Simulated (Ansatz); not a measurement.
# MgS: moving Mg off its site

MgS, Fm-3m, a = 5.203 Å (as given, not relaxed at this level: 1.2 GPa). Ansatz: PBE, PAW, 420 eV, Γ-centred 8×8×8 mesh on 2 atoms, Gaussian smearing 0.05 eV; no spin polarisation.

```
Mg S
1.0
     0.00000    2.60165    2.60165
     2.60165    0.00000    2.60165
     2.60165    2.60165    0.00000
Mg S
1 1
Direct
  0.00000 0.00000 0.00000
  0.50000 0.50000 0.50000
```

Atom 1 (Mg) moves by x along the unit vector (0.000, -0.707, -0.707), with its periodic images; all else is held. y is the free energy of the cell over the start, F the force along the path summed over the moved atoms. Symmetry makes y even in x.

```
  x (Å) y (meV) F (eV/Å)
-0.5000    411.0      1.86
-0.2500     91.5      0.77
 0.0000      0.0      0.00
 0.0625      5.5     -0.18
 0.1250     22.1     -0.36
 0.1875     50.4     -0.55
 0.3125        ?         ?
 0.3750    217.0     -1.26
 0.4375    304.7     -1.55
```

Q: Fit y = c2 x² + c4 x⁴ to the energies of the other rows, give the force constant, and predict energy and force of the missing row.

A: Least squares on the rows shown. y = 1409.9 x² + 940.45 x⁴. The force constant is 2 c2 = 2.82 eV/Å² (for all images moving together, not for a lone atom). With two atoms in a cubic cell this is the optical mode at Γ without the LO field: ω = 521.5 √(2 c2/μ) = 236 cm⁻¹ for μ = 13.82 u. The force −dy/dx at the missing row is -1.00 eV/Å (computed -1.00). At x = 0.3125 the fit asked for gives 146.7 meV. The run gave 146.5 meV, so the fit is 0.2 meV too high, within the rms miss on the fitted rows (0.3 meV).